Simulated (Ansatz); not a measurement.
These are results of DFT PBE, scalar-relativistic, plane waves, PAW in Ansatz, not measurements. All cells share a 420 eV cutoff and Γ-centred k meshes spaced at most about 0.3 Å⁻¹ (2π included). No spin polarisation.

These are static total energies at zero pressure.

Problem. Order these relaxed structures of BaZr2O5 by energy, lowest first, with the energy over the lowest of them.
A.

```
CELL_PARAMETERS angstrom
2.10886 -6.72876 0.00000
2.10886 6.72876 0.00000
0.00000 0.00000 4.12713
ATOMIC_POSITIONS crystal
Ba 0.50000 0.50000 0.50000
Zr 0.15711 0.84289 0.00000
Zr 0.84289 0.15711 0.00000
O 0.00000 0.00000 0.00000
O 0.13820 0.86180 0.50000
O 0.86180 0.13820 0.50000
O 0.67888 0.32111 0.00000
O 0.32111 0.67888 0.00000
```

B.

```
CELL_PARAMETERS angstrom
1.92363 -6.06005 0.00000
1.92363 6.06005 0.00000
0.00000 0.00000 11.73818
ATOMIC_POSITIONS crystal
Ba 0.19534 0.80466 0.25000
Ba 0.80466 0.19534 0.75000
Zr 0.88789 0.11212 0.07221
Zr 0.88789 0.11212 0.42779
Zr 0.11212 0.88789 0.92779
Zr 0.11212 0.88789 0.57221
O 0.04821 0.95179 0.09700
O 0.04821 0.95179 0.40300
O 0.32533 0.67467 0.44131
O 0.32533 0.67467 0.05869
O 0.95179 0.04821 0.90300
O 0.95179 0.04821 0.59700
O 0.67467 0.32533 0.94131
O 0.67467 0.32533 0.55869
O 0.16137 0.83863 0.75000
O 0.83863 0.16137 0.25000
```

Solution. A (0 meV/atom), B (78 meV/atom). Forms: A Cmmm; B Cmcm. Counting O atoms around Ba and Zr (those within 1.25 times the shortest such distance or 1.15 times the sum of covalent radii, 1.27 where that leaves under three): A has Ba 12, Zr 6; B has Ba 6, Zr 5. Both come from invented guesses. The lowest form computed isn't among them: it has space group I4_1/amd (No. 141), 14.7 Å³/atom and lies 15 meV/atom below the best shown.

Cells relaxed within their symmetry can be saddle points. Some structure types and database cells were kept out of the candidates from the start, so a known form may be missing.
